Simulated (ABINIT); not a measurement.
Al2O3: relaxation of cell and atoms with r2SCAN

Al2O3:

```
CELL_PARAMETERS angstrom
2.88432 0.00000 0.00000
-1.44216 2.49790 0.00000
0.00000 0.00000 9.33675
ATOMIC_POSITIONS crystal
Al 0.00000 0.00000 0.85001
Al 0.00000 0.00000 0.14999
O 0.33333 0.66667 0.77768
O 0.66667 0.33333 0.00000
O 0.33333 0.66667 0.22232
```

Measurements of this composition are mostly on another form, of space group No. 167.

```yaml
Program: ABINIT 10.8.3 (patched build)
Task: relaxation of cell and atoms
Functional: r2SCAN
Potentials_or_basis: JTH PAW PBE v2.0
Cutoff: 762 eV
k_mesh: 7 × 7 × 2
Occupations: fermi-dirac, width 0.05 eV
Spin: no spin polarisation
Cell_freedom_optcell: 2
Cutoff_smearing_ecutsm_Ha: 0.5
Optimiser_ionmov: 2
Force_stop_Ha/bohr: 0.0002
Fine-grid_cutoff: 1360.57 eV
```

```json
{
  "Relaxed volume": "13.10 Å³/atom",
  "Relaxed cell": "a = 2.858 Å, b = 2.858 Å, c = 9.264 Å, α = 90.00°, β = 90.00°, γ = 120.00°",
  "Space group after relaxing (to 0.05 Å)": "P-6m2 (No. 187)",
  "Energy gained by relaxing": "5.3 meV/atom",
  "Ionic steps": "5",
  "Pressure after relaxing": "0.0 GPa",
  "Band gap on the k mesh": "5.89 eV, indirect (least direct gap 6.12 eV)",
  "Valence electrons inside the program's atomic spheres": "Al 0.87; O 4.72, 4.61"
}
```

The path:
| step | energy change (eV) | largest force (eV/Å) | pressure (GPa) | volume (Å³) |
| --- | --- | --- | --- | --- |
| 1 | 0.0000 | 0.4138 | -4.31 | 67.27 |
| 2 | -0.0207 | 0.1475 | -1.98 | 66.39 |
| 3 | -0.0259 | 0.1172 | -0.16 | 65.67 |
| 4 | -0.0263 | 0.0680 | -0.04 | 65.59 |
| 5 | -0.0264 | 0.0011 | 0.01 | 65.52 |

Final structure:
```cif
data_structure
_symmetry_space_group_name_H-M 'P 1'
_symmetry_Int_Tables_number 1
_cell_length_a 2.8577
_cell_length_b 2.8577
_cell_length_c 9.2644
_cell_angle_alpha 90.000
_cell_angle_beta 90.000
_cell_angle_gamma 120.000
_cell_volume 65.52
loop_
_atom_site_label
_atom_site_type_symbol
_atom_site_fract_x
_atom_site_fract_y
_atom_site_fract_z
_atom_site_occupancy
Al1 Al 0.00000 0.00000 0.85020 1
Al2 Al 0.00000 0.00000 0.14980 1
O1 O 0.33333 0.66667 0.77839 1
O2 O 0.66667 0.33333 0.00000 1
O3 O 0.33333 0.66667 0.22161 1
```

Levels at points of the mesh, in eV from the valence-band top:
| k point | band 8 | band 9 | band 10 | band 11 | band 12 | band 13 | band 14 | band 15 | band 16 |
| --- | --- | --- | --- | --- | --- | --- | --- | --- | --- |
| (0.00, 0.00, 0.00) | -1.27 | -1.27 | -0.54 | -0.54 | -0.23 | 5.89 | 8.41 | 9.03 | 10.24 |
| (0.00, 0.00, 0.50) | -1.27 | -1.27 | -0.54 | -0.54 | -0.27 | 6.05 | 7.98 | 9.10 | 10.66 |

Wall time 6.1 min on 4 MPI ranks on Intel(R) Xeon(R) Platinum 8259CL CPU @ 2.50GHz (Skylake/Cascade Lake), on a shared host, peak memory 0.76 GiB a rank.

Caveat: the PAW data sets were made with another functional, which shifts forces and pressure a little; an odd mesh through Γ misses points on the zone boundary, where band edges often lie.
